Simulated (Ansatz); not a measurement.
P:

```
P
1.0
     1.64774   -5.46504    0.00000
     1.64774    5.46504    0.00000
     0.00000    0.00000    4.54364
P
4
Direct
  0.90414 0.09586 0.58882
  0.09586 0.90414 0.41118
  0.59586 0.40414 0.08882
  0.40414 0.59586 0.91118
```

Program: Ansatz 0.2.0. Alike in all runs: potentials or basis all-electron LAPW, scalar-relativistic; no spin polarisation; cell as given.

**Question.** Order these runs on this cell by their band gap on the k mesh, lowest first.
A. level PBE; k mesh 5 × 5 × 4; cutoff (eV) 207; smearing fermi-dirac 0.04 eV; basis error allowed 0.003 eV/atom; mesh quality not flagged
B. level LDA; k mesh 8 × 8 × 6; cutoff (eV) 223; smearing fermi-dirac 0.05 eV; basis error allowed 0.002 eV/atom; mesh quality not flagged
C. level PBE; k mesh 3 × 3 × 2; cutoff (eV) 221; smearing fermi-dirac 0.02 eV; basis error allowed 0.002 eV/atom; mesh quality coarse

**Answer.** B (0.02 eV), A (0.44 eV), C (0.65 eV).

Caveats: some runs use coarse meshes; an odd mesh through Γ misses points on the zone boundary, where band edges often lie (some runs).

Not every run made on this cell is shown here.
